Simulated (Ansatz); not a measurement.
Crystal: Sm, bcc type, 1 atom in the cell.

Theory: Ansatz, PBE, plane waves, PAW datasets (generated soft set 1).

Cutoff 420 eV; k-mesh 44×44×44 Γ-centred; Fermi–Dirac smearing of 0.0612 eV; no spin polarisation; no spin–orbit coupling.

The fit to the energies gives V₀ = 21.836 Å³/atom (a₀ = 3.522 Å), B₀ = 11.9 GPa, B₀′ = 7.76.

What pressure does the program print at V = 21.627 Å³/atom, and how far above the lowest computed point (V = 22.059 Å³/atom) does the energy lie?

0.12 GPa and 0.00 meV/atom. All points:

```csv
V (Å³/atom),a (Å),E − E(min) (meV/atom),P (GPa)
20.329,3.4386,4.69,1.14
20.761,3.4628,2.19,0.73
21.194,3.4867,0.69,0.40
21.627,3.5103,0.00,0.12
22.059,3.5335,0.00,-0.11
22.492,3.5565,0.58,-0.31
22.924,3.5791,1.67,-0.49
```

The published all-electron PBE values for this crystal (mean of FLEUR and WIEN2k, k-spacing 0.06 Å⁻¹; Bosoni et al., Nat. Rev. Phys. 6, 45 (2024)) are V₀ = 21.646 Å³/atom, B₀ = 12.4 GPa, B₀′ = 8.00.

The stress includes the program's correction for the finite plane-wave basis.

This cubic structure is a model: it isn't the usual form of the substance at ambient conditions, and such phases are metastable or hypothetical. The open f shell is treated without spin here, so this is a model state and not the ground state.
